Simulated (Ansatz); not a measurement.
# PbSe (Clausthalite) (Fm-3m) in Ansatz: a series of runs

One crystal, PbSe (Clausthalite), is run at these levels: PBEsol; tasks: band structure.

Program: Ansatz 0.2.0. These are calculated values, not measurements. Logs are shortened: lines on timing, memory, paths and dates and some standing lists are left out, and cuts for length are marked.

**Measured values to compare with.**

A printed reference work, monograph reports, for a bulk crystal of PbSe at 4.2 K: band gap 0.15 eV (direct).

The runs below are set against these values where they give the same quantity.

## (1) The structure

The structure is cubic, space group Fm-3m (No. 225). The conventional cell has a = 6.121 Å, b = 6.121 Å, c = 6.121 Å, α = 90.00°, β = 90.00°, γ = 90.00°. Around Pb (site symmetry m-3m) lie 6 Se at 3.06 Å. Around Se (site symmetry m-3m) lie 6 Pb at 3.06 Å.

## (2) Band structure, PBEsol

File input.yaml:

```yaml
crystal:
  lattice:
    - [0.0, 3.06065, 3.06065]
    - [3.06065, 0.0, 3.06065]
    - [3.06065, 3.06065, 0.0]
  atoms:
    - { symbol: Pb, position: [0.0, 0.0, 0.0] }
    - { symbol: Se, position: [0.5, 0.5, 0.5] }
kpoints:
  mp_grid: { grid: [8, 8, 8] }
  band_path:
    path:
      - [0.0, 0.0, 0.0]
      - [0.5, 0.0, 0.5]
      - [0.5, 0.25, 0.75]
      - [0.375, 0.375, 0.75]
      - [0.0, 0.0, 0.0]
      - [0.5, 0.5, 0.5]
      - [0.625, 0.25, 0.625]
      - [0.5, 0.25, 0.75]
    npoints: 8
scf:
  occupations: { method: fermi_dirac, width: 0.05 }
hamiltonian:
  xc: pbesol
  pseudopotentials:
    kind: all_electron
    lapw: { basis_error: 0.001 }
    dirac_shells: { Pb: ["4p", "4d"], Se: ["3p"] }
output:
  forces: true
  stress: true
  eigenvalues: true
```

Potentials or basis: all-electron LAPW, inner shells corrected to Dirac's equation.

The run is started by

```
$ ansatz run input.yaml --threads 1 --pin off --max-ram 3072MiB --backend cpu --events-out ev --progress --plain --runs-dir out
```

Standard output:

```text
Warning: RAYON_NUM_THREADS=1 ignored (pool sized by the plan → 1); use --threads N
LAPW: plane waves up to 7.018 Å⁻¹, error target 1.0e-3 eV per atom; small_component_spin mean_spin; Se in spheres of 1.440 Å, 24 of its electrons in bands, Dirac shells [2p, 3p]; Pb in spheres of 1.621 Å, 36 of its electrons in bands, Dirac shells [2p, 3p, 4p, 3d, 4d] (how accurate: hamiltonian.pseudopotentials.lapw.basis_error, Limitations)
Engine: ansatz 0.2.0, x86_64-unknown-linux-gnu
Pseudopotentials: kind: all_electron
Pseudopotential: Pb, LAPW, valence charge 36, lapw/all_electron/scalar/gaussian/Pb, Koelling and Harmon's equation with Dirac's for 2p 3p 4p 3d 4d, gaussian nucleus
Pseudopotential: Se, LAPW, valence charge 24, lapw/all_electron/scalar/gaussian/Se, Koelling and Harmon's equation with Dirac's for 2p 3p, gaussian nucleus
Functional definition: PBEsol
  exchange = pbesol_x
  correlation = pbesol_c
Crystal: 2 atoms, lattice volume = 57.342 Å³
Basis set: ecut = 187.6385363077705 eV, 331 PW (Γ), exchange–correlation at level 2
Bands: 36, of which v1, the nominal top of the filled ones, is band 30 counted from 1 (29 counted from 0)
Symmetry: 48 space group operations
Space group: Fm-3m (ITA 225), of the structure as read, at distance tolerance 3.9e-5 Å
k-points: 29 of 512
Non-local potential: Pb, projectors of the file, none
Non-local potential: Se, projectors of the file, none
Initial density: superposition of atomic densities (chi_scale 0.1, normalization cell, long waves kept (reshape's long-wave potential 0.00 eV rms))
Initial wavefunctions: plane waves of lowest kinetic energy (no species holds an atomic orbital)
Functional: x = pbesol(κ = 0.804, μ = 0.12345679012345678), c = pbesol(β = 0.046)
iter 1 solved again at ethr=1.25e-3 eV; its pass at ethr=1.00e-1 eV (dr2=7.49e-1 eV) is discarded
SCF iter   1: F=—  HF=-635259.817752 eV  |F-HF|=—  |Δ(HF+E_count)|=         —  Δρ=2.33e-2  dr2=7.49e-1  ethr=1.25e-3  ⟨swp⟩=2.0  Hψ=6418  notcnv=0
preconditioner: auto → none  [insulator: Δε(μ)=0.493 eV  Ē_g=16.796 eV  σ=0.050 eV  W_gap=0.99  n_scr=14 (ndim 8)  ℏωp=21.9 eV  f_vac=0.122  D(μ)=0.00/eV (n_scr^D=0)  ε∞_Penn≈2.7]
iter 2 solved again at ethr=3.11e-5 eV; its pass at ethr=1.25e-3 eV (dr2=1.86e-2 eV) is discarded
SCF iter   2: F=—  HF=-635259.587146 eV  |F-HF|=—  |Δ(HF+E_count)|=   2.31e-1  Δρ=5.36e-3  dr2=1.87e-2  ethr=3.11e-5  ⟨swp⟩=2.0  Hψ=5440  notcnv=0
SCF iter   3: F=—  HF=-635259.554195 eV  |F-HF|=—  |Δ(HF+E_count)|=   3.30e-2  Δρ=3.14e-3  dr2=9.70e-3  ethr=3.11e-5  ⟨swp⟩=2.4  Hψ=3278  notcnv=0
SCF iter   4: F=—  HF=-635259.554063 eV  |F-HF|=—  |Δ(HF+E_count)|=   1.32e-4  Δρ=7.81e-4  dr2=4.60e-4  ethr=1.62e-5  ⟨swp⟩=2.0  Hψ=3103  notcnv=0
SCF iter   5: F=—  HF=-635259.554086 eV  |F-HF|=—  |Δ(HF+E_count)|=   2.31e-5  Δρ=9.69e-5  dr2=4.97e-6  ethr=7.66e-7  ⟨swp⟩=2.0  Hψ=3104  notcnv=0
SCF iter   6: F=—  HF=-635259.554090 eV  |F-HF|=—  |Δ(HF+E_count)|=   4.17e-6  Δρ=1.69e-5  dr2=3.24e-7  ethr=8.29e-9  ⟨swp⟩=2.9  Hψ=3169  notcnv=0
SCF iter   7: F=-635259.554090 eV  HF=-635259.554090 eV  |F-HF|=2.36e-8  |Δ(HF+E_count)|=   2.32e-7  Δρ=5.78e-6  dr2=4.01e-8  ethr=5.39e-10  ⟨swp⟩=2.0  Hψ=3104  notcnv=0
SCF 1 converged in 7 iterations: F = -635259.554090 eV  dr2 = 4.01e-8
NSCF: frozen V_eff on 57 k-points
SCF converged after 7 iterations
Free energy (F): -635259.554090 eV
Harris-Foulkes:  -635259.554090 eV  (|F-HF|=2.36e-8)
Internal energy: -635259.553505 eV  (E = F + TS)
E sigma→0 (E₀):  -635259.553798 eV
Entropy (-TS):   -0.000585 eV (-0.293 meV/atom)
Fermi energy:    11.707863 eV
--- Per-component energies (eV) ---
  E_band       = -3858.617411
  E_kinetic    = 729376.329483
  E_xc         = -12815.052255
  E_electrostatic = -1351820.830733  (all electrons and nuclei)
  E_smearing   = -0.000585  (= −TS)
  E_closure    = 0.000000  (closes the sum)
  E_atoms      = -635250.662869  (free atoms, spherical and without spin; not in F)
  Σ components = -635259.554090   (vs F -635259.554090, Δ=0.00e0)
  Basis errors (estimates in eV, not in F): energy 3.5e-4 per atom: plane waves 3.3e-4 (1.8e-4 summed), levels above the bands 4.5e-71, relativity 8.8e-8, radial functions 2.1e-5, core shells 1.4e-8; eigenvalues (radial functions only) 3.9e-6; not estimated: angular momenta, meshes, grids; target (lapw.basis_error) 1.0e-3; muffin-tin radii Se 1.440 Å, Pb 1.621 Å
--- Forces (eV/Å), atoms counted from 1 ---
  atom   1  Pb    -0.00000000    -0.00000000     0.00000000
  atom   2  Se     0.00000000     0.00000000    -0.00000000
  max |Σ_I F_I| component: 4.93e-32 eV/Å
--- Stress (GPa, compression-positive) ---
       -0.477389      -0.000000      -0.000000
       -0.000000      -0.477389       0.000000
       -0.000000       0.000000      -0.477389
  P = ⅓ Tr σ = -0.4774 GPa (-4.774 kbar)
--- Band table (eV; the first three rows and the last of 29) ---
  k-point 0: bands = ["-195.5594", "-135.2229", "-135.2229", "-135.2229", "-127.7969", "-116.8133", "-116.8109", "-116.8109", "-116.8109", "-116.8090", "-116.8090", "-116.8090", "-69.5961", "-69.5961", "-69.5961", "-35.6634", "-35.6634", "-35.6610", "-35.6610", "-35.6610", "-5.1616", "-5.1616", "-5.1616", "-5.1609", "-5.1609", "-2.0064", "5.2836", "9.7306", "9.7306", "9.7306", "16.2868", "16.2868", "16.2868", "18.0569", "18.0569", "18.0569"]
  k-point 1: bands = ["-195.5594", "-135.2229", "-135.2229", "-135.2229", "-127.7969", "-116.8133", "-116.8109", "-116.8109", "-116.8109", "-116.8090", "-116.8090", "-116.8090", "-69.5961", "-69.5961", "-69.5961", "-35.6634", "-35.6634", "-35.6610", "-35.6610", "-35.6610", "-5.1647", "-5.1647", "-5.1610", "-5.1565", "-5.1565", "-1.8876", "4.8904", "9.7716", "9.7716", "10.0035", "15.2021", "15.6079", "15.6079", "17.8417", "18.4029", "18.4029"]
  k-point 2: bands = ["-195.5594", "-135.2229", "-135.2229", "-135.2229", "-127.7969", "-116.8133", "-116.8109", "-116.8109", "-116.8109", "-116.8090", "-116.8090", "-116.8090", "-69.5961", "-69.5961", "-69.5961", "-35.6634", "-35.6634", "-35.6610", "-35.6610", "-35.6610", "-5.1735", "-5.1735", "-5.1599", "-5.1447", "-5.1447", "-1.5611", "4.0205", "9.8916", "9.8916", "10.5497", "13.7048", "14.4816", "14.4816", "18.0181", "19.2728", "19.2728"]
  k-point 28: bands = ["-195.5594", "-135.2229", "-135.2229", "-135.2229", "-127.7969", "-116.8133", "-116.8109", "-116.8109", "-116.8109", "-116.8090", "-116.8090", "-116.8090", "-69.5961", "-69.5961", "-69.5961", "-35.6634", "-35.6633", "-35.6610", "-35.6610", "-35.6609", "-5.2553", "-5.1613", "-5.1490", "-5.1490", "-5.1158", "-0.5298", "3.5779", "7.3440", "7.3440", "10.8214", "13.4442", "16.4939", "16.4939", "19.2733", "19.2733", "23.3756"]
```

It took 6.7 s on 1 thread of Intel Xeon 6975P-C (Granite Rapids), shared host; peak memory 0.35 GiB.

What came out:

```yaml
Free_energy: -635259.5541 eV
Pressure: -0.5 GPa
Band_gap_on_the_k_mesh: 0.20 eV, direct
Band_gap_along_the_path: 0.20 eV, direct
```

Levels at the corners of the path, in eV from the valence-band top:
```
point  band 26  band 27  band 28  band 29  band 30  band 31  band 32  band 33  band 34  band 35
    Γ   -13.62    -6.33    -1.88    -1.88    -1.88     4.68     4.68     4.68     6.45     6.45
    X   -12.17    -7.40    -5.03    -3.25    -3.25     3.58     5.58     5.58     6.00    11.33
    W   -12.14    -8.03    -4.27    -4.27    -0.79     1.83     4.88     4.88     7.66     7.66
    K   -12.18    -8.06    -4.62    -2.74    -2.42     3.34     3.99     5.39     5.73    10.05
    Γ   -13.62    -6.33    -1.88    -1.88    -1.88     4.68     4.68     4.68     6.45     6.45
    L   -12.54    -8.83    -1.47    -1.47     0.00     0.20     1.65     1.65     8.40    10.10
    U   -12.18    -8.06    -4.62    -2.74    -2.42     3.34     3.99     5.39     5.73    10.05
    W   -12.14    -8.03    -4.27    -4.27    -0.79     1.83     4.88     4.88     7.66     7.66
```

Caveat: spin-orbit coupling is left out, which as a rule narrows the gap of such compounds by several tenths of an eV.

## (3) Band structure, PBEsol

input.yaml: that of step 2 with these lines changed.

```diff
@@ -9,3 +9,3 @@
 kpoints:
-  mp_grid: { grid: [8, 8, 8] }
+  mp_grid: { grid: [6, 6, 6] }
   band_path:
@@ -20,3 +20,3 @@
       - [0.5, 0.25, 0.75]
-    npoints: 8
+    npoints: 6
 scf:
@@ -25,6 +25,3 @@
   xc: pbesol
-  pseudopotentials:
-    kind: all_electron
-    lapw: { basis_error: 0.001 }
-    dirac_shells: { Pb: ["4p", "4d"], Se: ["3p"] }
+  pseudopotentials: { kind: all_electron, lapw: { basis_error: 0.001 } }
 output:
```

Potentials or basis: all-electron LAPW, scalar-relativistic.

The run is started by

```
$ ansatz run input.yaml --threads 1 --pin off --max-ram 3072MiB --backend cpu --events-out ev --progress --plain --runs-dir out
```

It took 12 s on 1 thread of Arm Neoverse V1, shared host; peak memory 0.26 GiB.

It converged, with:

```
Free energy             : -633997.0402 eV
Pressure                : -0.6 GPa
Band gap on the k mesh  : 0.20 eV, direct
Band gap along the path : 0.20 eV, direct
```

Levels at the corners of the path, in eV from the valence-band top:
```tsv
point	band 27	band 28	band 29	band 30	band 31	band 32	band 33	band 34
Γ	-6.33	-1.88	-1.88	-1.88	4.68	4.68	4.68	6.45
X	-7.39	-5.02	-3.25	-3.25	3.58	5.58	5.58	6.00
W	-8.03	-4.26	-4.26	-0.79	1.84	4.89	4.89	7.67
K	-8.05	-4.61	-2.74	-2.42	3.34	3.99	5.39	5.74
Γ	-6.33	-1.88	-1.88	-1.88	4.68	4.68	4.68	6.45
L	-8.82	-1.47	-1.47	0.00	0.20	1.65	1.65	8.40
U	-8.05	-4.61	-2.74	-2.42	3.34	3.99	5.39	5.74
W	-8.03	-4.26	-4.26	-0.79	1.84	4.89	4.89	7.67
```

Caveat: spin-orbit coupling is left out, which as a rule narrows the gap of such compounds by several tenths of an eV.

[end of part 1 of 2]
